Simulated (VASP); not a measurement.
# BN (P6_3mc) in VASP: a series of runs

Aim: see how the results for BN move with the level of theory and the settings. Levels: LDA, PBEsol, r2SCAN, TB-mBJ. Tasks: band structure.

All numbers are computed with VASP 6.6.1; they aren't measurements. Logs are shortened: lines on timing, memory, paths and dates and some standing lists are left out, and cuts for length are marked.

### Step 1. The structure

The structure is hexagonal, space group P6_3mc (No. 186). The conventional cell has a = 2.554 Å, b = 2.554 Å, c = 4.227 Å, α = 90.00°, β = 90.00°, γ = 120.00°. N (site symmetry 3m) is surrounded by 4 B at 1.57 to 1.58 Å. B (site symmetry 3m) is surrounded by 4 N at 1.57 to 1.58 Å.

Measurements of this composition are mostly on another form, of space group No. 194.

### Step 2. Band structure, LDA

POSCAR

```
BN
1.0
    2.5539396017      0.0000000000      0.0000000000
   -1.2769698009      2.2117765748      0.0000000000
    0.0000000000      0.0000000000      4.2268550000
N B
2 2
Direct
    0.3333333333      0.6666666667      0.1252760000
    0.6666666667      0.3333333333      0.6252760000
    0.3333333333      0.6666666667      0.4997240000
    0.6666666667      0.3333333333      0.9997240000
```

INCAR.step1

```
SYSTEM = BN
PREC = Accurate
ENCUT = 520
EDIFF = 1E-6
ISMEAR = 0
SIGMA = 0.02
LREAL = .FALSE.
LASPH = .TRUE.
NELM = 100
ALGO = Fast
ISIF = 2
LWAVE = .FALSE.
LCHARG = .TRUE.
GGA = CA
```

KPOINTS.step1

```
regular mesh
0
G
  12 12 6
  0 0 0
```

INCAR.step2

```
SYSTEM = BN
PREC = Accurate
ENCUT = 520
EDIFF = 1E-6
ISMEAR = 0
SIGMA = 0.05
LREAL = .FALSE.
LASPH = .TRUE.
NELM = 100
ALGO = Fast
ISIF = 2
LWAVE = .FALSE.
LCHARG = .FALSE.
GGA = CA
ICHARG = 11
```

KPOINTS.step2

```
path GMKGALHA,LM,KH
20
line-mode
reciprocal
 0.0000000000  0.0000000000  0.0000000000  G
 0.5000000000  0.0000000000  0.0000000000  M

 0.5000000000  0.0000000000  0.0000000000  M
 0.3333333333  0.3333333333  0.0000000000  K

 0.3333333333  0.3333333333  0.0000000000  K
 0.0000000000  0.0000000000  0.0000000000  G

 0.0000000000  0.0000000000  0.0000000000  G
 0.0000000000  0.0000000000  0.5000000000  A

 0.0000000000  0.0000000000  0.5000000000  A
 0.5000000000  0.0000000000  0.5000000000  L

 0.5000000000  0.0000000000  0.5000000000  L
 0.3333333333  0.3333333333  0.5000000000  H

 0.3333333333  0.3333333333  0.5000000000  H
 0.0000000000  0.0000000000  0.5000000000  A

 0.5000000000  0.0000000000  0.5000000000  L
 0.5000000000  0.0000000000  0.0000000000  M

 0.3333333333  0.3333333333  0.0000000000  K
 0.3333333333  0.3333333333  0.5000000000  H
```

Potentials or basis: VASP PAW LDA potentials, release 64 (N, B).

On the command line:

```
> cat potpaw_LDA.64/N/POTCAR potpaw_LDA.64/B/POTCAR > POTCAR
> cp INCAR.step1 INCAR
> cp KPOINTS.step1 KPOINTS
> mpirun -np 1 vasp_std > vasp.out
> cp INCAR.step2 INCAR
> cp KPOINTS.step2 KPOINTS
> mpirun -np 1 vasp_std > vasp.out
```

OUTCAR:

```text
SYSTEM = BN
   PREC = Accurate
   ENCUT = 520
   EDIFF = 1E-6
   ISMEAR = 0
   LREAL = .FALSE.
   LASPH = .TRUE.
   NELM = 100
   ISIF = 2
   GGA = CA
   ICHARG = 11

 ion  position               nearest neighbor table
   1  0.333  0.667  0.125-   4 1.57   4 1.57   4 1.57   3 1.58
   2  0.667  0.333  0.625-   3 1.57   3 1.57   3 1.57   4 1.58
   3  0.333  0.667  0.500-   2 1.57   2 1.57   2 1.57   1 1.58
   4  0.667  0.333  1.000-   1 1.57   1 1.57   1 1.57   2 1.58

  LATTYP: Found a hexagonal cell.
 ALAT       =     2.5539396017
 C/A-ratio  =     1.6550332659

  Lattice vectors:

 A1 = (   2.5539396017,   0.0000000000,   0.0000000000)
 A2 = (  -1.2769698009,   2.2117765748,   0.0000000000)
 A3 = (   0.0000000000,   0.0000000000,   4.2268550000)

Analysis of symmetry for initial positions (statically):
=====================================================================
 Subroutine PRICEL returns:
 Original cell was already a primitive cell.

 Routine SETGRP: Setting up the symmetry group for a
 hexagonal supercell.

 Subroutine GETGRP returns: Found 12 space group operations
 (whereof  6 operations were pure point group operations)
 out of a pool of 24 trial point group operations.

The static configuration has the point symmetry C_3v.
 The point group associated with its full space group is C_6v.

Analysis of symmetry for dynamics (positions and initial velocities):
=====================================================================
 Subroutine PRICEL returns:
 Original cell was already a primitive cell.

 Routine SETGRP: Setting up the symmetry group for a
 hexagonal supercell.

 Subroutine GETGRP returns: Found 12 space group operations
 (whereof  6 operations were pure point group operations)
 out of a pool of 24 trial point group operations.

The dynamic configuration has the point symmetry C_3v.
 The point group associated with its full space group is C_6v.

 Subroutine INISYM returns: Found 12 space group operations
 (whereof  6 operations are pure point group operations),
 and found     1 'primitive' translations

----------------------------------------------------------------------------------------

                                     Primitive cell

  volume of cell :      23.8764

  direct lattice vectors                    reciprocal lattice vectors
     2.553939602  0.000000000  0.000000000     0.391551938  0.226062617  0.000000000
    -1.276969801  2.211776575  0.000000000     0.000000000  0.452125233  0.000000000
     0.000000000  0.000000000  4.226855000     0.000000000  0.000000000  0.236582518

  length of vectors
     2.553939602  2.553939602  4.226855000     0.452125233  0.452125233  0.236582518

  position of ions in fractional coordinates (direct lattice)
     0.333333333  0.666666667  0.125276000
     0.666666667  0.333333333  0.625276000
     0.333333333  0.666666667  0.499724000
     0.666666667  0.333333333  0.999724000

  ion indices of the primitive-cell ions
   primitive index   ion index
                 1           1
                 2           2
                 3           3
                 4           4

----------------------------------------------------------------------------------------

 KPOINTS: path GMKGALHA,LM,KH

Interpolating k-points between supplied coordinates.

 Line segments in fractional coordinates (reciprocal lattice):
    0.000000  0.000000  0.000000  ...  0.500000  0.000000  0.000000
    0.500000  0.000000  0.000000  ...  0.333333  0.333333  0.000000
    0.333333  0.333333  0.000000  ...  0.000000  0.000000  0.000000
    0.000000  0.000000  0.000000  ...  0.000000  0.000000  0.500000
    0.000000  0.000000  0.500000  ...  0.500000  0.000000  0.500000
    0.500000  0.000000  0.500000  ...  0.333333  0.333333  0.500000
    0.333333  0.333333  0.500000  ...  0.000000  0.000000  0.500000
    0.500000  0.000000  0.500000  ...  0.500000  0.000000  0.000000
    0.333333  0.333333  0.000000  ...  0.333333  0.333333  0.500000

 Generated    20 points on each line segment, for a total of    180 k-points:

[... 43 lines left out ...]
  ext. energy  EPLUGINS =         0.00000000
  ---------------------------------------------------
  free energy    TOTEN  =       -37.13379750 eV

  energy without entropy =      -37.13379750  energy(sigma->0) =      -37.13379750

 E-fermi :   7.7282     XC(G=0): -13.0460

 val. band max:        7.4154928830   @ k =   0.0000   0.0000   0.0000
 cond. band min:      12.3801226697   @ k =   0.3333   0.3333   0.0000
 fundamental gap:      4.9646297867
 Fermi energy:         7.7282303065

 k-point     1 :       0.0000    0.0000    0.0000
  band No.  band energies     occupation
      1     -12.7120      2.00000
      2      -8.5479      2.00000
      3      -3.4373      2.00000
      4       5.3090      2.00000
      5       5.3090      2.00000
      6       7.1352      2.00000
      7       7.4155      2.00000
      8       7.4155      2.00000
      9      15.6125      0.00000
     10      15.6125      0.00000
     11      15.8334      0.00000
     12      16.8986      0.00000

 k-point     2 :       0.0263    0.0000    0.0000
  band No.  band energies     occupation
      1     -12.6969      2.00000
      2      -8.5362      2.00000
      3      -3.4224      2.00000
      4       5.2368      2.00000
      5       5.2790      2.00000
      6       7.1199      2.00000
      7       7.3569      2.00000
      8       7.3996      2.00000
      9      15.5727      0.00000
     10      15.6440      0.00000
     11      15.8763      0.00000
     12      16.9460      0.00000

 k-point     3 :       0.0526    0.0000    0.0000
  band No.  band energies     occupation
      1     -12.6518      2.00000
      2      -8.5014      2.00000
      3      -3.3778      2.00000
      4       5.0263      2.00000
      5       5.1917      2.00000
      6       7.0733      2.00000
      7       7.1861      2.00000
      8       7.3521      2.00000
      9      15.4882      0.00000
     10      15.7364      0.00000
     11      15.9666      0.00000
     12      17.0889      0.00000
[... 286 lines left out ...]
 k-point    23 :       0.4825    0.0351    0.0000
  band No.  band energies     occupation
      1      -8.5825      2.00000
      2      -7.3365      2.00000
      3      -1.9708      2.00000
      4      -0.2885      2.00000
      5       0.5874      2.00000
      6       2.3737      2.00000
      7       2.9969      2.00000
      8       5.2336      2.00000
      9      14.1313      0.00000
     10      15.0903      0.00000
     11      17.7934      0.00000
     12      18.9530      0.00000

 k-point    24 :       0.4737    0.0526    0.0000
  band No.  band energies     occupation
      1      -8.5629      2.00000
      2      -7.3252      2.00000
      3      -1.9560      2.00000
      4      -0.2690      2.00000
      5       0.6079      2.00000
      6       2.2656      2.00000
      7       2.9903      2.00000
      8       5.1351      2.00000
      9      14.3001      0.00000
     10      14.9722      0.00000
     11      17.8048      0.00000
     12      19.1609      0.00000

 [... further k-points ...]
[... 5 lines left out ...]
  --------------------------------------------------------------------------------------
  -------------------------------------------------------------------------------------
  Total        1.4939511      1.4939511      0.1842843     -0.0000000      0.0000000     -0.0000000
  in kB      100.2484676    100.2484676     12.3660159     -0.0000000      0.0000000     -0.0000000
  external PRESSURE =      70.9543171 kB  Pullay stress =       0.0000000 kB

 VOLUME and BASIS-vectors are now :
 -----------------------------------------------------------------------------
  energy-cutoff  :      520.00
  volume of cell :       23.88
      direct lattice vectors                 reciprocal lattice vectors
     2.553939602  0.000000000  0.000000000     0.391551938  0.226062617  0.000000000
    -1.276969801  2.211776575  0.000000000     0.000000000  0.452125233  0.000000000
     0.000000000  0.000000000  4.226855000     0.000000000  0.000000000  0.236582518

 POSITION                                       TOTAL-FORCE (eV/Angst)
 -----------------------------------------------------------------------------------
     -0.00000      1.47452      0.52952         0.000000      0.000000     -0.125763
      1.27697      0.73726      2.64295        -0.000000     -0.000000     -0.125763
     -0.00000      1.47452      2.11226         0.000000      0.000000      0.125763
      1.27697      0.73726      4.22569         0.000000     -0.000000      0.125763
 -----------------------------------------------------------------------------------
    total drift:                               -0.000000     -0.000000      0.034332

  FREE ENERGIE OF THE ION-ELECTRON SYSTEM (eV)
  ---------------------------------------------------
  free  energy   TOTEN  =       -37.1337975001 eV

  energy  without entropy=      -37.1337975001  energy(sigma->0) =      -37.13379750
```

Wall time 60 s (1 thread of Intel Xeon Platinum 8259CL at 2.50GHz (Skylake/Cascade Lake), shared host); peak memory 0.15 GiB.

Results:

```
Band gap on the k mesh  : 4.96 eV, indirect (least direct gap 8.11 eV)
Band gap along the path : 4.96 eV, indirect (least direct gap 8.10 eV)
```

Levels at the corners of the path, in eV from the valence-band top:
| point | band 6 | band 7 | band 8 | band 9 | band 10 | band 11 |
| --- | --- | --- | --- | --- | --- | --- |
| Γ | -0.28 | 0.00 | 0.00 | 8.20 | 8.20 | 8.42 |
| M | -4.95 | -4.41 | -2.10 | 6.58 | 7.77 | 10.41 |
| M | -4.95 | -4.41 | -2.10 | 6.58 | 7.77 | 10.41 |
| K | -5.43 | -5.38 | -5.38 | 4.96 | 13.26 | 13.26 |
| K | -5.43 | -5.38 | -5.38 | 4.96 | 13.26 | 13.30 |
| Γ | -0.28 | 0.00 | 0.00 | 8.20 | 8.20 | 8.42 |
| Γ | -0.28 | 0.00 | 0.00 | 8.20 | 8.20 | 8.42 |
| A | -1.17 | -1.17 | -1.17 | 9.37 | 9.37 | 9.74 |
| A | -1.17 | -1.17 | -1.17 | 9.37 | 9.37 | 9.74 |
| L | -3.75 | -3.55 | -3.55 | 6.45 | 6.45 | 9.89 |
| L | -3.75 | -3.55 | -3.55 | 6.45 | 6.45 | 9.89 |
| H | -7.72 | -3.02 | -3.02 | 9.21 | 9.21 | 9.92 |
| H | -7.72 | -3.02 | -3.02 | 9.21 | 9.21 | 9.92 |
| A | -1.17 | -1.17 | -1.17 | 9.37 | 9.37 | 9.74 |
| L | -3.75 | -3.55 | -3.55 | 6.45 | 6.45 | 9.89 |
| M | -4.95 | -4.41 | -2.10 | 6.58 | 7.77 | 10.41 |
| K | -5.43 | -5.38 | -5.38 | 4.96 | 13.26 | 13.35 |
| H | -7.72 | -3.02 | -3.02 | 9.21 | 9.21 | 9.92 |

Caveat: the log is that of the step along the path at fixed density, whose energy, stress, charges and moments have no meaning. Expect the measured gap to be larger: semilocal functionals such as LDA lack the derivative discontinuity.

(Continued in part 2 of 2.)
